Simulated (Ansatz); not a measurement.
**Si3N4 (P6_3/m):Mo_Si, thermodynamic levels from a 126-atom cell**

Charge states of Mo_Si in Si3N4 (P6_3/m), set against the band edges. Model: a cell of 126 host atoms with 1 Si taken out and 1 Mo put in.

Calculated with Ansatz 0.2.0; place-levels on PBEsol runs: charge-transition levels and formation energies with image-charge correction and potential alignment at the atomic sites; PAW set soft_1.

## (1) The starting structure

The cell holds 126 atoms: 53 Si, 72 N and 1 Mo. Cell: a = 13.206 Å, b = 13.206 Å, c = 8.731 Å, α = 90.0°, β = 90.0°, γ = 120.0°. It derives from Si3N4 (space group P6_3/m). Nearest the centre at fractional (0.353, 0.473, 0.583): Mo44 at 0.00 Å, N62 at 1.73 Å, N113 at 1.74 Å, N71 at 1.74 Å, N67 at 1.74 Å, Si86 at 2.91 Å, Si2 at 2.91 Å, Si56 at 3.00 Å.

The host's dielectric constants go in as inputs: (4.29, 4.29, 4.37) for the electrons alone, (8.29, 8.29, 8.25) with the ions, from a response run on this crystal (DFPT, PBEsol) at that run's own cell.

The cell's shortest repeat is 8.7 Å.

## (2) The runs of each charge state

A transition level is the Fermi level at which two charge states cost the same, so each charge needs its own total energy, at its own relaxed structure.

Each atom starts 0.05 Å or so off its site in a random direction: a symmetric start keeps its symmetry, and would miss off-centre moves and Jahn–Teller distortions. Forces are taken at one point at (¼, ¼, ¼). The cell holds 1 electron more than the neutral one, with a uniform background that keeps it neutral on the whole. The electron count is odd, so at least one spin is unpaired; this run locks the moment at 1 μB.

The sampling was tested on the host first: at the k-points planned (1x1x1 shifted 0.25 0.25 0.25) its energy lies 0.000 eV an atom from the dense-mesh value, under the bound of 0.02 eV set for this test; that bounds the host's error, not the defect's.

One of the inputs; charge, spin and start change from state to state.

Contents of qm1_M1.relax/input.yaml:

```yaml
crystal:
  lattice:
    - [11.43668588, 6.60297367, 0.0]
    - [-11.43668588, 6.60297367, 0.0]
    - [0.0, 0.0, 8.73076733]
  atoms:
    - { symbol: Si, position: [0.01950046, 0.80655545, 0.25] }
    - { symbol: Si, position: [0.3528338, 0.47322211, 0.25] }
    - { symbol: Si, position: [0.68616713, 0.13988878, 0.25] }
    - { symbol: Si, position: [0.21294502, 0.01950046, 0.08333333] }
    - { symbol: Si, position: [0.54627835, 0.68616713, 0.08333333] }
    - { symbol: Si, position: [0.87961168, 0.3528338, 0.08333333] }
    - { symbol: Si, position: [0.13988878, 0.45372165, 0.08333333] }
    - { symbol: Si, position: [0.47322211, 0.12038832, 0.08333333] }
    - { symbol: Si, position: [0.80655545, 0.78705498, 0.08333333] }
    - { symbol: Si, position: [0.19344455, 0.21294502, 0.25] }
    - { symbol: Si, position: [0.52677789, 0.87961168, 0.25] }
    - { symbol: Si, position: [0.86011122, 0.54627835, 0.25] }
    - { symbol: Si, position: [0.12038832, 0.6471662, 0.25] }
    - { symbol: Si, position: [0.45372165, 0.31383287, 0.25] }
    - { symbol: Si, position: [0.78705498, 0.98049954, 0.25] }
    - { symbol: Si, position: [0.31383287, 0.86011122, 0.08333333] }
    - { symbol: Si, position: [0.6471662, 0.52677789, 0.08333333] }
    - { symbol: Si, position: [0.98049954, 0.19344455, 0.08333333] }
    - { symbol: "N", position: [0.0, 0.66666667, 0.25] }
    - { symbol: "N", position: [0.33333333, 0.33333333, 0.25] }
    - { symbol: "N", position: [0.66666667, 0.0, 0.25] }
    - { symbol: "N", position: [0.0, 0.33333333, 0.08333333] }
    - { symbol: "N", position: [0.33333333, 0.0, 0.08333333] }
    - { symbol: "N", position: [0.66666667, 0.66666667, 0.08333333] }
    - { symbol: "N", position: [0.21345843, 0.45653274, 0.25] }
    - { symbol: "N", position: [0.54679176, 0.12319941, 0.25] }
    - { symbol: "N", position: [0.8801251, 0.78986608, 0.25] }
    - { symbol: "N", position: [0.09025902, 0.8801251, 0.08333333] }
    - { symbol: "N", position: [0.42359235, 0.54679176, 0.08333333] }
    - { symbol: "N", position: [0.75692569, 0.21345843, 0.08333333] }
    - { symbol: "N", position: [0.12319941, 0.57640765, 0.08333333] }
    - { symbol: "N", position: [0.45653274, 0.24307431, 0.08333333] }
    - { symbol: "N", position: [0.78986608, 0.90974098, 0.08333333] }
    - { symbol: "N", position: [0.21013392, 0.09025902, 0.25] }
    - { symbol: "N", position: [0.54346726, 0.75692569, 0.25] }
    - { symbol: "N", position: [0.87680059, 0.42359235, 0.25] }
    - { symbol: "N", position: [0.1198749, 0.21013392, 0.08333333] }
    - { symbol: "N", position: [0.45320824, 0.87680059, 0.08333333] }
    - { symbol: "N", position: [0.78654157, 0.54346726, 0.08333333] }
    - { symbol: "N", position: [0.24307431, 0.78654157, 0.25] }
    - { symbol: "N", position: [0.57640765, 0.45320824, 0.25] }
    - { symbol: "N", position: [0.90974098, 0.1198749, 0.25] }
    - { symbol: Si, position: [0.01950046, 0.80655545, 0.58333333] }
    - { symbol: Mo, position: [0.3528338, 0.47322211, 0.58333333], spin: 1.0 }
    - { symbol: Si, position: [0.68616713, 0.13988878, 0.58333333] }
    - { symbol: Si, position: [0.21294502, 0.01950046, 0.41666667] }
    - { symbol: Si, position: [0.54627835, 0.68616713, 0.41666667] }
    - { symbol: Si, position: [0.87961168, 0.3528338, 0.41666667] }
    - { symbol: Si, position: [0.13988878, 0.45372165, 0.41666667] }
    - { symbol: Si, position: [0.47322211, 0.12038832, 0.41666667] }
    - { symbol: Si, position: [0.80655545, 0.78705498, 0.41666667] }
    - { symbol: Si, position: [0.19344455, 0.21294502, 0.58333333] }
    - { symbol: Si, position: [0.52677789, 0.87961168, 0.58333333] }
    - { symbol: Si, position: [0.86011122, 0.54627835, 0.58333333] }
    - { symbol: Si, position: [0.12038832, 0.6471662, 0.58333333] }
    - { symbol: Si, position: [0.45372165, 0.31383287, 0.58333333] }
    - { symbol: Si, position: [0.78705498, 0.98049954, 0.58333333] }
    - { symbol: Si, position: [0.31383287, 0.86011122, 0.41666667] }
    - { symbol: Si, position: [0.6471662, 0.52677789, 0.41666667] }
    - { symbol: Si, position: [0.98049954, 0.19344455, 0.41666667] }
    - { symbol: "N", position: [0.0, 0.66666667, 0.58333333] }
    - { symbol: "N", position: [0.33333333, 0.33333333, 0.58333333] }
    - { symbol: "N", position: [0.66666667, 0.0, 0.58333333] }
    - { symbol: "N", position: [0.0, 0.33333333, 0.41666667] }
    - { symbol: "N", position: [0.33333333, 0.0, 0.41666667] }
    - { symbol: "N", position: [0.66666667, 0.66666667, 0.41666667] }
    - { symbol: "N", position: [0.21345843, 0.45653274, 0.58333333] }
    - { symbol: "N", position: [0.54679176, 0.12319941, 0.58333333] }
    - { symbol: "N", position: [0.8801251, 0.78986608, 0.58333333] }
    - { symbol: "N", position: [0.09025902, 0.8801251, 0.41666667] }
    - { symbol: "N", position: [0.42359235, 0.54679176, 0.41666667] }
    - { symbol: "N", position: [0.75692569, 0.21345843, 0.41666667] }
    - { symbol: "N", position: [0.12319941, 0.57640765, 0.41666667] }
    - { symbol: "N", position: [0.45653274, 0.24307431, 0.41666667] }
    - { symbol: "N", position: [0.78986608, 0.90974098, 0.41666667] }
    - { symbol: "N", position: [0.21013392, 0.09025902, 0.58333333] }
    - { symbol: "N", position: [0.54346726, 0.75692569, 0.58333333] }
    - { symbol: "N", position: [0.87680059, 0.42359235, 0.58333333] }
    - { symbol: "N", position: [0.1198749, 0.21013392, 0.41666667] }
    - { symbol: "N", position: [0.45320824, 0.87680059, 0.41666667] }
    - { symbol: "N", position: [0.78654157, 0.54346726, 0.41666667] }
    - { symbol: "N", position: [0.24307431, 0.78654157, 0.58333333] }
    - { symbol: "N", position: [0.57640765, 0.45320824, 0.58333333] }
    - { symbol: "N", position: [0.90974098, 0.1198749, 0.58333333] }
    - { symbol: Si, position: [0.01950046, 0.80655545, 0.91666667] }
    - { symbol: Si, position: [0.3528338, 0.47322211, 0.91666667] }
    - { symbol: Si, position: [0.68616713, 0.13988878, 0.91666667] }
    - { symbol: Si, position: [0.21294502, 0.01950046, 0.75] }
    - { symbol: Si, position: [0.54627835, 0.68616713, 0.75] }
    - { symbol: Si, position: [0.87961168, 0.3528338, 0.75] }
    - { symbol: Si, position: [0.13988878, 0.45372165, 0.75] }
    - { symbol: Si, position: [0.47322211, 0.12038832, 0.75] }
    - { symbol: Si, position: [0.80655545, 0.78705498, 0.75] }
    - { symbol: Si, position: [0.19344455, 0.21294502, 0.91666667] }
    - { symbol: Si, position: [0.52677789, 0.87961168, 0.91666667] }
    - { symbol: Si, position: [0.86011122, 0.54627835, 0.91666667] }
    - { symbol: Si, position: [0.12038832, 0.6471662, 0.91666667] }
    - { symbol: Si, position: [0.45372165, 0.31383287, 0.91666667] }
    - { symbol: Si, position: [0.78705498, 0.98049954, 0.91666667] }
    - { symbol: Si, position: [0.31383287, 0.86011122, 0.75] }
    - { symbol: Si, position: [0.6471662, 0.52677789, 0.75] }
    - { symbol: Si, position: [0.98049954, 0.19344455, 0.75] }
    - { symbol: "N", position: [0.0, 0.66666667, 0.91666667] }
    - { symbol: "N", position: [0.33333333, 0.33333333, 0.91666667] }
    - { symbol: "N", position: [0.66666667, 0.0, 0.91666667] }
    - { symbol: "N", position: [0.0, 0.33333333, 0.75] }
    - { symbol: "N", position: [0.33333333, 0.0, 0.75] }
    - { symbol: "N", position: [0.66666667, 0.66666667, 0.75] }
    - { symbol: "N", position: [0.21345843, 0.45653274, 0.91666667] }
    - { symbol: "N", position: [0.54679176, 0.12319941, 0.91666667] }
    - { symbol: "N", position: [0.8801251, 0.78986608, 0.91666667] }
    - { symbol: "N", position: [0.09025902, 0.8801251, 0.75] }
    - { symbol: "N", position: [0.42359235, 0.54679176, 0.75] }
    - { symbol: "N", position: [0.75692569, 0.21345843, 0.75] }
    - { symbol: "N", position: [0.12319941, 0.57640765, 0.75] }
    - { symbol: "N", position: [0.45653274, 0.24307431, 0.75] }
    - { symbol: "N", position: [0.78986608, 0.90974098, 0.75] }
    - { symbol: "N", position: [0.21013392, 0.09025902, 0.91666667] }
    - { symbol: "N", position: [0.54346726, 0.75692569, 0.91666667] }
    - { symbol: "N", position: [0.87680059, 0.42359235, 0.91666667] }
    - { symbol: "N", position: [0.1198749, 0.21013392, 0.75] }
    - { symbol: "N", position: [0.45320824, 0.87680059, 0.75] }
    - { symbol: "N", position: [0.78654157, 0.54346726, 0.75] }
    - { symbol: "N", position: [0.24307431, 0.78654157, 0.91666667] }
    - { symbol: "N", position: [0.57640765, 0.45320824, 0.91666667] }
    - { symbol: "N", position: [0.90974098, 0.1198749, 0.91666667] }
  host:
    repeats: [1, 1, 3]
    atoms:
      - { symbol: Si, position: [0.01950046, 0.80655545, 0.75] }
      - { symbol: Si, position: [0.3528338, 0.47322211, 0.75] }
      # ... 40 more atoms of the perfect host
total_charge: -1
basis:
  ecutwfc: 420
  xc_grid: 2
hamiltonian:
  xc: pbesol
  pseudopotentials: { kind: paw, azcp: { folder: soft_1 }, xc_functional: pbe }
kpoints:
  mp_grid: { grid: [1, 1, 1], shift: [0.25, 0.25, 0.25] }
magnetization:
  spin_polarized: true
  initial_magnetization: 1
  spin_locking: { lock_magnetization: hard }
scf:
  occupations: { method: fixed }
  max_iter: 80
output:
  forces: true
  charged_corrections:
    epsilon: [4.29, 4.29, 4.37]
    static_epsilon: [8.29, 8.29, 8.25]
    defect_position: [0.352834, 0.473222, 0.583333]
relax:
  f_tol: 0.02
  max_steps: 80
  random_displacement: { amplitude: 0.05, seed: 1931 }
checkpoint:
  write: "../qm1_M1.relax.run"
  compress: false
  write_wavefunctions: true
  write_every: 100000
```

Command:

```sh
ansatz run input.yaml --threads 4 --pin off --max-ram 15073MiB --backend cpu --events-out ev --progress --plain --runs-dir out
```

Defect states can disperse in a cell of this size, so the energy is taken again at a 2×2×2 shifted mesh, on the relaxed structure.

The run of this state that the levels use, under PBEsol:

Contents of qm1_M1.point/input.yaml:

```yaml
crystal:
  checkpoint: "../qm1_M1.relax.run"
  host: checkpoint
total_charge: -1
basis:
  ecutwfc: 420
  xc_grid: 2
hamiltonian:
  xc: pbesol
  pseudopotentials: { kind: paw, azcp: { folder: soft_1 }, xc_functional: pbe }
kpoints:
  mp_grid: { grid: [2, 2, 2], shift: [0.5, 0.5, 0.5] }
magnetization:
  spin_polarized: true
  initial_magnetization: 1
  spin_locking: { lock_magnetization: hard }
scf:
  occupations: { method: fermi_dirac, width: 0.01 }
  max_iter: 80
output:
  forces: true
  eigenvalues: true
  charged_corrections:
    epsilon: [4.29, 4.29, 4.37]
    static_epsilon: [8.29, 8.29, 8.25]
    defect_position: [0.352834, 0.473222, 0.583333]
  eigenstates: { localisation: true }
  populations: true
  efg: {}
checkpoint:
  read: "../qm1_M1.relax.run"
  write: "../qm1_M1.point.run"
  compress: false
  write_wavefunctions: false
  write_every: 100000
```

Relaxations under PBEsol at one point at (¼, ¼, ¼); times on 4 threads of Intel Xeon Platinum 8259CL at 2.50GHz (Skylake/Cascade Lake), shared host:

```
charge  moment (μB)  occupations    outcome  steps  largest displacement against the far atoms (Å)     time
    −1            1        fixed  converged     11                                            0.42   11 min
    −1            3        fixed  converged      9                                            0.30  9.6 min
     0            0        fixed  converged     11                                            0.32  7.4 min
     0            2        fixed  converged      8                                            0.28  8.8 min
    +1            1        fixed  converged      7                                            0.19  8.6 min
    +2            0        fixed  converged      8                                            0.15    5 min
    +2            2        fixed  converged      9                                            0.19   12 min
```

Single points under PBEsol at a 2×2×2 shifted mesh; times on 4 threads of Intel Xeon Platinum 8259CL at 2.50GHz (Skylake/Cascade Lake), shared host:

```
charge  moment (μB)  occupations    outcome     time
    −1            1  fermi-dirac  converged  8.7 min
    −1            3  fermi-dirac  converged  8.5 min
     0            0  fermi-dirac  converged  3.9 min
     0            2  fermi-dirac  converged  5.6 min
    +1            1  fermi-dirac  converged  5.4 min
    +2            0  fermi-dirac  converged    3 min
    +2            2  fermi-dirac  converged  6.4 min
```

Distances (Å) from Mo44 to the nearest atoms after relaxation with PBEsol:

```
charge  moment (μB)      1.      2.      3.      4.      5.       6.
    −1            1  N 1.94  N 1.94  N 1.94  N 2.13  N 2.51  Si 2.80
    −1            3  N 1.97  N 1.98  N 1.98  N 2.01  N 2.73  Si 2.94
     0            0  N 1.87  N 1.87  N 1.93  N 2.05  N 2.64  Si 2.92
     0            2  N 1.89  N 1.93  N 1.93  N 2.02  N 2.63  Si 2.88
    +1            1  N 1.87  N 1.87  N 1.89  N 1.93  N 2.82  Si 2.98
    +2            0  N 1.84  N 1.84  N 1.85  N 1.86  N 2.87  Si 2.98
    +2            2  N 1.87  N 1.87  N 1.89  N 1.93  N 2.82  Si 2.98
```

(Part 1 of 2 ends here.)

[Logs are printed without paths, hosts, clocks, repeated set-up lines and the standing remarks that a program may print on its own settings, such as how far it seeks lower states.]

[Hosts, paths, dates, database ids (printed as entryN), source tags and the programs' standing remarks are cut or masked in the printed files.]

[Where a table of states has a column of steps, it counts the stored structures, which are thinned; the runs took as many ionic steps or more.]

[A defect's name tells the site on which it was built; relaxed atoms can leave that site.]

[For some hosts the program warned that the k-mesh of the response run may be too coarse for force constants and the static dielectric constant; such warnings are not shown here.]
